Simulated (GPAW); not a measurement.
BaTiO3: single point with PBE

BaTiO3:

```xyz
5
Lattice="3.9998 0.0000 0.0000 0.0000 3.9998 0.0000 0.0000 0.0000 4.0180" Properties=species:S:1:pos:R:3 pbc="T T T"
Ba    0.0000    0.0000    0.0000
Ti    1.9999    1.9999    1.9688
O     0.0000    1.9999    2.0773
O     1.9999    0.0000    2.0773
O     1.9999    1.9999    0.0763
```

```json
{
 "Program": "GPAW 26.7.0",
 "Task": "single point",
 "Functional": "PBE",
 "Potentials or basis": "GPAW PAW data sets (gpaw-data 1.2.1)",
 "Cutoff": "650 eV",
 "Basis": "pw",
 "k mesh": "6 × 6 × 6",
 "Occupations": "fermi-dirac, width 0.05 eV",
 "Spin": "no spin polarisation",
 "Maxiter": "120",
 "Convergence": "default"
}
```

The pressure is 1.7 GPa. The largest force is 0.249 eV/Å and the band gap on the k mesh is 1.81 eV, indirect (least direct gap 2.09 eV).

Forces on the atoms (eV/Å):
```
Ba   0.000  0.000  0.063
Ti   0.000  0.000 -0.091
O    0.000  0.000 -0.107
O    0.000  0.000 -0.107
O    0.000  0.000  0.249
```

Stress tensor (GPa, compression positive):
```
1.35 0.00 0.00
0.00 1.35 0.00
0.00 0.00 2.30
```

Levels at points of the mesh, in eV from the valence-band top:
```tsv
k point	band 17	band 18	band 19	band 20	band 21	band 22	band 23	band 24
(0.00, 0.00, 0.00)	-1.14	-0.30	-0.28	-0.28	1.81	2.02	2.02	4.01
(0.00, 0.00, 0.50)	-1.94	-1.94	-0.69	-0.69	1.96	3.58	3.58	4.01
(0.50, 0.00, 0.00)	-1.82	-1.72	-0.93	-0.83	2.16	3.52	3.56	4.07
(0.50, 0.00, 0.50)	-1.71	-0.90	-0.88	-0.16	3.55	3.60	3.95	4.85
(0.50, 0.50, 0.00)	-1.75	-0.97	-0.97	-0.08	3.57	3.57	3.97	4.73
(0.50, 0.50, 0.50)	-2.40	-0.08	-0.08	0.00	4.20	4.20	4.20	6.57
```

It took 45 s on 1 thread of INTEL(R) XEON(R) PLATINUM 8581C CPU @ 2.10GHz (Emerald Rapids), with other jobs on the host, peak memory 0.24 GiB.

Caveat: the cutoff is short for stress and forces, so pressures can be off by a GPa or more; spin-orbit coupling is left out, which moves the levels of the heavy elements. Expect the measured gap to be larger: semilocal functionals such as PBE lack the derivative discontinuity.
